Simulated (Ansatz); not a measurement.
Crystal: Sb.

```
Sb
1.0
     0.00000    2.37124    2.37124
     2.37124    0.00000    2.37124
     2.37124    2.37124    0.00000
Sb
1
Direct
  0.00000 0.00000 0.00000
```

This isn't the form of Sb at room conditions, which is rhombohedral.

| Property | Result |
| --- | --- |
| Program | Ansatz 0.2.0 |
| Task | relaxation of cell and atoms |
| Functional | PBEsol0 |
| Potentials or basis | Ansatz PAW |
| Cutoff | 420 eV (not typed: the program's choice for these potentials) |
| k mesh | 5 × 5 × 5 |
| Occupations | fermi-dirac, width 0.05 eV |
| Spin | no spin polarisation |

At the start: volume 26.67 Å³/atom.

Problem. Where does the relaxation end?

Solution. It ends after 5 steps and the volume is 25.85 Å³/atom (-3.1 %); space group Fm-3m (No. 225, to 0.05 Å).

The path:
```
step  energy change (eV)  largest force (eV/Å)  volume (Å³)
   1              0.0000                0.0000        26.67
   2             -0.0044                0.0000        25.40
   3             -0.0061                0.0000        25.87
   4             -0.0061                0.0000        25.85
   5             -0.0058                0.0000        25.85
```

Final structure:
```xyz
1
Lattice="0.0000 2.3467 2.3467 2.3467 0.0000 2.3467 2.3467 2.3467 0.0000" Properties=species:S:1:pos:R:3 pbc="T T T"
Sb    0.0000    0.0000    0.0000
```

Caveat: the k mesh is coarse (spacing up to 0.46 Å⁻¹), so the values aren't converged, least of all with exact exchange; the plane-wave basis is chosen anew once the cell has moved, so the energies of steps on either side of that aren't comparable; the PAW data sets come from PBE, with cores solved anew for the run's functional, which leaves a small shift of forces and pressure.
